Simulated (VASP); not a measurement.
Runs of VASP 6.6.1 on SiC. The structure is hexagonal, space group P6_3mc (No. 186). Conventional cell: a = 3.095 Å, b = 3.095 Å, c = 15.170 Å, α = 90.00°, β = 90.00°, γ = 120.00°. Around Si (site symmetry 3m) lie 4 C at 1.90 Å. Si (site symmetry 3m) is surrounded by 4 C at 1.90 Å. Around Si (site symmetry 3m) lie 4 C at 1.90 Å. Around C (site symmetry 3m) lie 4 Si at 1.90 Å. C (site symmetry 3m) is surrounded by 4 Si at 1.90 Å. C (site symmetry 3m) is surrounded by 4 Si at 1.90 Å. 

```tsv
task	level	cell	cutoff (eV)	gap on the mesh (eV)	pressure (GPa)
relaxation of cell and atoms	PBEsol	relaxed	600	1.91	0.0
band structure	r2SCAN	P6_3mc, 10.34 Å³/atom	520	2.40	-0.5
band structure	TB-mBJ	P6_3mc, 10.34 Å³/atom	520	2.96	-
band structure	PBEsol	P6_3mc, 10.34 Å³/atom	520	1.91	(a)
```

Alike in all rows: potentials or basis VASP PAW PBE potentials, release 64 (Si, C); no spin polarisation; k mesh 12 × 12 × 2; smearing gaussian 0.03 eV.

Q: Fill in the values left out.

A: (a) 0.1.

Caveats: the PAW data sets were made with another functional, which shifts forces and pressure a little.

A k mesh can miss the band edges.
